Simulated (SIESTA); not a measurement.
Crystal: Hf.

```
Hf
1.0
     0.00000    2.22000    2.22000
     2.22000    0.00000    2.22000
     2.22000    2.22000    0.00000
Hf
1
Direct
  0.00000 0.00000 0.00000
```

This isn't the form of Hf at room conditions, which is hcp.

```yaml
Program: SIESTA 5.4.2
Task: single point
Functional: PBE
Potentials_or_basis: PseudoDojo 0.4 standard (PBE files)
Basis: DZP (energy shift 0.002 Ry)
Grid_cutoff: 800 Ry
Energy_shift: 0.002 Ry
k_mesh: 10 × 10 × 10
Occupations: fermi-dirac, width 0.05 eV
Spin: no spin polarisation
```

On this cell: pressure 4.2 GPa; band gap on the k mesh none (metal or under the smearing width).

The same run follows on a disturbed copy (cell strained at random at fixed volume):

```
CELL_PARAMETERS angstrom
-0.04347 2.20748 2.21336
2.16276 -0.04267 2.21256
2.17201 2.21592 -0.05192
ATOMIC_POSITIONS crystal
Hf 0.00193 0.98878 0.99658
```

Q: What changes?

A: The energy (extrapolated to zero smearing) moves by +8.7 meV/atom; pressure 4.2 GPa; band gap on the k mesh none (metal or under the smearing width).

Stress tensor (GPa, compression positive):
```
4.78 1.27 1.78
1.27 4.03 1.63
1.78 1.63 3.88
```

Caveats: semicore shells carry a single zeta, which can move pressures by several GPa and volumes by a few percent; the basis of atomic orbitals isn't converged, which shifts pressures, moduli and gaps.
